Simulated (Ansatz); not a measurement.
# SnS2: band gap under strain

Aim: follow the gap of SnS2 in the CdI2-type structure through these states: no strain; -3.0 % biaxial strain in x and y, free along z; +1.5 % biaxial strain in x and y, free along z. The table at the end shows which levels were run.

The runs shown are made with Ansatz 0.2.0. PAW datasets, plane waves. Computed at 0 K without zero-point motion; spin polarisation is off.

## 1. The cell

The unstrained cell was relaxed with r2SCAN+rVV10; in each strained cell the atoms were relaxed again with r2SCAN+rVV10. Names of k-points are those of the unstrained zone, where strain can split equivalent points. First state: no strain.

Space group P-3m1 (No. 164), trigonal; a = 3.661 Å, c = 5.962 Å in the conventional setting, 23.06 Å³ an atom. Around Sn lie 6 S at 2.57 Å; around S lie 3 Sn at 2.57 Å.

Coordinates:

```cif
data_structure
_symmetry_space_group_name_H-M 'P-3m1'
_symmetry_Int_Tables_number 164
_cell_length_a 3.6608
_cell_length_b 3.6608
_cell_length_c 5.9618
_cell_angle_alpha 90.000
_cell_angle_beta 90.000
_cell_angle_gamma 120.000
_cell_volume 69.19
loop_
_atom_site_label
_atom_site_type_symbol
_atom_site_symmetry_multiplicity
_atom_site_Wyckoff_symbol
_atom_site_fract_x
_atom_site_fract_y
_atom_site_fract_z
_atom_site_occupancy
Sn1 Sn 1 a 0.00000 0.00000 0.00000 1
S1 S 2 d 0.33333 0.66667 0.24559 1
```

## 2. No strain: PBE

Contents of input.yaml:

```yaml
crystal:
  lattice:
    - [3.6607548088, 0.0, 0.0]
    - [-1.8303774044, 3.1703066615, 0.0]
    - [0.0, 0.0, 5.9617808635]
  atoms:
    - { symbol: Sn, position: [0.0, 0.0, 0.0] }
    - { symbol: S, position: [0.3333333333, 0.6666666667, 0.2455905353] }
    - { symbol: S, position: [0.6666666667, 0.3333333333, 0.7544094647] }
kpoints:
  mp_grid: { grid: [12, 12, 4] }
  band_path:
    path:
      - [0.0, 0.0, 0.0]
      - [0.5, 0.0, 0.0]
      - [0.3333333333, 0.3333333333, 0.0]
      - [0.0, 0.0, 0.5]
      - [0.5, 0.0, 0.5]
      - [0.3333333333, 0.3333333333, 0.5]
      - [0.0, -0.5, 0.25]
      - [-0.078125, 0.15625, 0.0]
      - [0.0, 0.463542, 0.322917]
    npoints: 1
hamiltonian:
  xc: pbe
scf:
  occupations: { method: fermi_dirac, width: 0.02 }
  n_extra_bands: 4
output:
  forces: true
  stress: true
  eigenvalues: true
  write_density: true
  write_potential: true
  elf: true
  volumetric_format: npy
```

On the command line:

```console
$ ansatz run input.yaml --threads 2 --pin off --max-ram 2211MiB --backend cpu --events-out ev --progress --plain --runs-dir out
```

After this run come: No strain: r2SCAN; No strain: HSE06; -3.0 % biaxial strain in x and y, free along z: PBE; -3.0 % biaxial strain in x and y, free along z: r2SCAN; -3.0 % biaxial strain in x and y, free along z: HSE06; +1.5 % biaxial strain in x and y, free along z: PBE; +1.5 % biaxial strain in x and y, free along z: r2SCAN; +1.5 % biaxial strain in x and y, free along z: HSE06.

Q: Predict the outcome of this session.

The runs gave:

Least gap in eV (negative: overlap), with the change from the unstrained cell in brackets:

```
                                         state  volume change (%)           PBE        r2SCAN         HSE06
                                     no strain               +0.0          1.43          1.75          2.32
-3.0 % biaxial strain in x and y, free along z               -3.8  1.41 (-0.02)  1.74 (-0.01)  2.24 (-0.08)
+1.5 % biaxial strain in x and y, free along z               +1.8  1.26 (-0.17)  1.56 (-0.19)  2.15 (-0.17)
```

In words: The largest move of the HSE06 gap in the table is -0.170 eV, under +1.5 % biaxial strain in x and y, free along z. PBE and HSE06 differ by 0.88 eV on the unstrained gap, and by at most 0.05 eV on its change: PBE follows the response to strain far better than the gap itself. Spin-orbit coupling is left out of the table, though the cell holds Sn (Z = 50); in an element this heavy it can shift bands and gaps by tenths of an eV.
